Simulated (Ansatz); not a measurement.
# PbSe (PbO type): other levels of theory at one geometry

An exercise on one series of results from a longer session: the logs are not shown, and one member is left open.

Program: Ansatz 0.2.0. Level of theory: DFT at several levels, plane waves, PAW. These are calculated values, not measurements.

2 further runs of the same task are left out: 2 that didn't finish.

### Starting point

Symmetry: P4/nmm, No. 129, tetragonal system. The conventional cell has a = 5.349 Å, b = 5.349 Å, c = 4.221 Å, α = 90.00°, β = 90.00°, γ = 90.00°. Pb (site symmetry 4mm) has 4 Se at 2.99 Å as nearest neighbours. Se (site symmetry -4m2) is surrounded by 4 Pb at 2.99 Å.

As a file:

```cif
data_structure
_symmetry_space_group_name_H-M 'P 1'
_symmetry_Int_Tables_number 1
_cell_length_a 5.3495
_cell_length_b 5.3495
_cell_length_c 4.2213
_cell_angle_alpha 90.000
_cell_angle_beta 90.000
_cell_angle_gamma 90.000
_cell_volume 120.80
loop_
_atom_site_label
_atom_site_type_symbol
_atom_site_fract_x
_atom_site_fract_y
_atom_site_fract_z
_atom_site_occupancy
Pb1 Pb 0.50000 0.00000 0.31825 1
Pb2 Pb 0.00000 0.50000 0.68175 1
Se1 Se 0.00000 0.00000 0.00000 1
Se2 Se 0.50000 0.50000 0.00000 1
```

This cell comes from an earlier session at PBE: 30.200 Å³/atom at 0.02 GPa, on a 6×6×8 mesh, mesh gap 0.43 eV.

Levels to run: PBE+SOC; r²SCAN; PBEsol; LDA; HSE06. Hardware: 2 threads of Arm Neoverse V2, shared host.

Set-up of the first run:

The input, input.yaml:

```yaml
crystal:
  lattice:
    - [5.3494553078, 0.0, 0.0]
    - [0.0, 5.3494553078, 0.0]
    - [0.0, 0.0, 4.2212686564]
  atoms:
    - { symbol: Pb, position: [0.5, 0.0, 0.3182456201] }
    - { symbol: Pb, position: [0.0, 0.5, 0.6817543799] }
    - { symbol: Se, position: [0.0, 0.0, 0.0] }
    - { symbol: Se, position: [0.5, 0.5, 0.0] }
basis:
  ecutwfc: 420
  ecutrho_ratio: 4
kpoints:
  mp_grid: { grid: [6, 6, 8] }
hamiltonian:
  xc: pbe
scf:
  occupations: { method: gaussian, width: 0.05 }
output:
  forces: true
  stress: true
  eigenvalues: true
  populations: true
  dos: { projected: true, de: 0.02 }
  write_density: true
  write_potential: true
  elf: true
  volumetric_format: npy
magnetization:
  noncollinear: true
  spin_orbit: true
```

Started as:

```console
ansatz run input.yaml --threads 2 --pin off --max-ram 2662MiB --backend cpu --events-out ev --progress --plain --runs-dir out
```

Among the steps run: PBE+SOC; r²SCAN; PBEsol; LDA; HSE06.

One table of the session follows, with a row left open; its other results are not shown here.

```
  level  gap on the mesh (eV)  pressure (GPa)
    PBE                  0.43             0.0
    LDA                  0.32            -4.0
 PBEsol                     ?               ?
PBE+SOC                  0.20            -0.1
 r²SCAN                  0.71            -1.1
  HSE06                  1.32            -1.2
```

**Question.** Estimate the row for PBEsol.

The run gave: gap on the mesh (eV): 0.36; pressure (GPa): -2.6. In the column «gap on the mesh (eV)» it lies between LDA (0.32) and PBE (0.43).

The pressure runs from -4.0 GPa (LDA) to 0.0 GPa (PBE); a negative pressure means that level wants a smaller cell, a positive one a larger cell. The gap is widest with HSE06 (1.32 eV) and narrowest with PBE+SOC (0.20 eV). Total energies of different levels have different zeros and can't be compared.

Caveats from the session: Warnings in the runs' records: stress scf threshold loose, stress exchange threshold loose.
